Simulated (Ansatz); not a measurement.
**CaO: band gap under strain**

Aim: follow the gap of the known phase of CaO with 2 atoms a cell through these states: no strain; +3.7 % strain along y alone; +5.0 % equal strain in all directions. The table at the end shows which levels were run.

The runs shown are made with Ansatz 0.2.0. PAW datasets, plane waves. Spin-unpolarised throughout; all numbers are computed.

## (1) The system as given

The unstrained cell was relaxed with r2SCAN; in each strained cell the atoms were relaxed again with r2SCAN. Names of k-points are those of the unstrained zone, where strain can split equivalent points. First state: no strain.

It is cubic, Fm-3m (No. 225); conventional cell a = 4.795 Å, 13.78 Å³ an atom. Around Ca lie 6 O at 2.40 Å; around O lie 6 Ca at 2.40 Å.

As a file:

Space group Fm-3m (No. 225). a = 4.795 Å, b = 4.795 Å, c = 4.795 Å, α = 90.00°, β = 90.00°, γ = 90.00°
```json
{"atom": "Ca", "site": "4a", "symmetry": "m-3m", "x": "0.0000", "y": "0.0000", "z": "0.0000"}
{"atom": "O", "site": "4b", "symmetry": "m-3m", "x": "0.5000", "y": "0.0000", "z": "0.0000"}
```

## (2) No strain: PBE

The input, input.yaml:

```yaml
crystal:
  lattice:
    - [0.0, 2.3975473909, 2.3975473909]
    - [2.3975473909, 0.0, 2.3975473909]
    - [2.3975473909, 2.3975473909, 0.0]
  atoms:
    - { symbol: Ca, position: [0.0, 0.0, 0.0] }
    - { symbol: O, position: [0.5, 0.5, 0.5] }
kpoints:
  mp_grid: { grid: [10, 10, 10] }
  band_path:
    path:
      - [0.0, 0.0, 0.0]
      - [0.5, 0.0, 0.5]
      - [0.625, 0.25, 0.625]
      - [0.375, 0.375, 0.75]
      - [0.5, 0.5, 0.5]
      - [0.5, 0.25, 0.75]
      - [0.0, 0.5, 0.5]
    npoints: 1
hamiltonian:
  xc: pbe
scf:
  occupations: { method: fermi_dirac, width: 0.02 }
  n_extra_bands: 4
output:
  forces: true
  stress: true
  eigenvalues: true
```

Command:

```bash
> ansatz run input.yaml --threads 4 --pin off --max-ram 5529MiB --backend cpu --events-out ev --progress --plain --runs-dir out
```

Further steps of the session: No strain: r2SCAN; No strain: HSE06; No strain: G0W0@PBE; +3.7 % strain along y alone: PBE; +3.7 % strain along y alone: r2SCAN; +3.7 % strain along y alone: HSE06; +3.7 % strain along y alone: G0W0@PBE; +5.0 % equal strain in all directions: PBE; +5.0 % equal strain in all directions: r2SCAN; +5.0 % equal strain in all directions: HSE06; +5.0 % equal strain in all directions: G0W0@PBE.

Before running it: what results should come out?

As calculated:

Least gap in eV (negative: overlap), with the change from the unstrained cell in brackets. G0W0 is on its own coarse mesh.

```
                                state  volume change (%)           PBE        r2SCAN         HSE06          G0W0
                            no strain               +0.0          3.65          4.20          5.31          5.85
          +3.7 % strain along y alone               +3.7  3.61 (-0.04)  4.15 (-0.05)  5.26 (-0.05)  5.79 (-0.06)
+5.0 % equal strain in all directions              +15.8  3.64 (-0.01)  4.18 (-0.02)  5.10 (-0.21)  5.14 (-0.71)
```

The largest move of the HSE06 gap in the table is -0.210 eV, under +5.0 % equal strain in all directions. PBE and HSE06 differ by 1.66 eV on the unstrained gap, and by at most 0.20 eV on its change: PBE follows the response to strain far better than the gap itself. G0W0 here is at a finite number of bands, screening cutoff and k mesh, not at the basis limit.
